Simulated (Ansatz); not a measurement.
ZnO: what symmetry allows forces and stress to be

```yaml
crystal:
  lattice:
    - [3.30750, 0.00000, 0.00000]
    - [-1.65375, 2.86438, 0.00000]
    - [0.00000, 0.00000, 5.14073]
  atoms:
    - { symbol: Zn, position: [0.33333, 0.66667, 0.01153] }
    - { symbol: Zn, position: [0.66667, 0.33333, 0.51153] }
    - { symbol: O, position: [0.33333, 0.66667, 0.37057] }
    - { symbol: O, position: [0.66667, 0.33333, 0.87057] }
```

These are results of DFT PBEsol, scalar-relativistic, plane waves, PAW in Ansatz, not measurements.

Plane waves to 420 eV, a k mesh through Γ of 9×9×6 on the computed 4-atom cell and Gaussian smearing (0.02 eV); no spin polarisation.

This distorted cell has space group P6_3mc, with 12 operations.

Task: Without a calculation: in which directions can each atom feel a force?

Result: A force must be left unchanged by every operation that keeps its atom in place, so it lies in the space that those operations leave fixed. Atoms that the group maps onto each other feel forces of one size.
```csv
atom,site symmetry,operations at the site,equivalent to atom,allowed force (Cartesian)
Zn1,3m.,6,1,"along (0.00, 0.00, 1.00)"
Zn2,3m.,6,1,"along (0.00, 0.00, 1.00)"
O3,3m.,6,3,"along (0.00, 0.00, 1.00)"
O4,3m.,6,3,"along (0.00, 0.00, 1.00)"
```

That leaves 2 independent force components of 12, tied by 1 condition that the forces sum to zero, so 1 remains. A relaxation in this cell that keeps the symmetry moves the atoms in these directions alone.

Task: And the stress tensor?

Result: It must be invariant under the point group, which leaves 2 independent components: yz, xz, xy vanish; xx = yy.

Task: Do the computed values obey this?

Result: Yes. Forces (eV/Å):
```
Zn1  0.000  0.000 -1.378
Zn2  0.000  0.000 -1.378
O3   0.000  0.000  1.378
O4   0.000  0.000  1.378
```

Stress (GPa, compression positive, xx yy zz yz xz xy): -8.66 -8.66 11.58 0.00 0.00 0.00. The program imposes the same operations on density, forces and stress, so this confirms the analysis and is no independent test of the calculation.